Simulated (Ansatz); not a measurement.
# Lattice vibrations of Nb3N2 at Γ

Computed with DFT PBE, scalar-relativistic, plane waves, PAW (Ansatz). Cutoff 420 eV, 12×12×12 k-points (Γ-centred), Gaussian smearing of 0.10 eV. No spin polarisation. Phonons by linear response, acoustic sum rule imposed.

The cell, relaxed at this level:
```
Nb N
1.0
    -1.53796    2.20234    4.60753
     1.53796   -2.20234    4.60753
     1.53796    2.20234   -4.60753
Nb N
3 2
Direct
  0.16493 0.66493 0.50000
  0.83507 0.33507 0.50000
  0.50000 0.00000 0.50000
  0.33298 0.33298 0.00000
  0.66702 0.66702 0.00000
```

The cell was found from a proposed guess, not taken from experiment. In a metal, frequencies depend on the k mesh and the smearing, soft modes most.

Question: Is this structure stable against zone-centre distortions?

Answer: Yes, at Γ: no optical mode is imaginary. Strains and other wave vectors aren't tested by this run.

Question: List the optical modes at Γ (i marks imaginary ones).

Answer:
```
frequency (meV)  degeneracy
           18.0           1
           19.9           1
           20.6           1
           21.1           1
           25.4           1
           26.6           1
           53.2           1
           56.4           1
           60.4           1
           67.4           1
           68.4           1
           70.9           1
```
